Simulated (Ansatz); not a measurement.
Zinc-blende AlSb, treated with HSE06 (Ansatz, a first-principles code, plane waves, PAW).

Run with plane-wave cutoff 520 eV, 8×8×8 k mesh, scalar-relativistic PAW data made under PBE.

Computed at the level's own relaxed cell.

```xyz
2
Lattice="0.0000 3.0846 3.0846 3.0846 0.0000 3.0846 3.0846 3.0846 0.0000" Properties=species:S:1:pos:R:3 pbc="T T T"
Al     0.0000     0.0000     0.0000
Sb     4.6268     4.6268     4.6268
```

Give the elastic tensor (Voigt notation, GPa, ions relaxed, in the Cartesian axes of the cell as printed).


```
   87.2    40.8    40.8     0.0     0.0     0.0
   40.8    87.2    40.8     0.0     0.0     0.0
   40.8    40.8    87.2     0.0     0.0     0.0
    0.0     0.0     0.0    41.4     0.0     0.0
    0.0     0.0     0.0     0.0    41.4     0.0
    0.0     0.0     0.0     0.0     0.0    41.4
```

Measured, for comparison: elastic constant C11 87.7 GPa, elastic constant C12 43.4 GPa, elastic constant C44 40.8 GPa (temperature not stated, not corrected to a static lattice; as tabulated in Oses et al. (2018), arXiv:1811.08464). Computed (rounded) less measured: elastic constant C11 -0.6 %, elastic constant C12 -6 %, elastic constant C44 +1 %. A static lattice is as a rule a little smaller and stiffer than an uncorrected measurement, which narrows the difference in the elastic constant C44 and would widen misses of the other sign.

Computed values are for the static lattice.
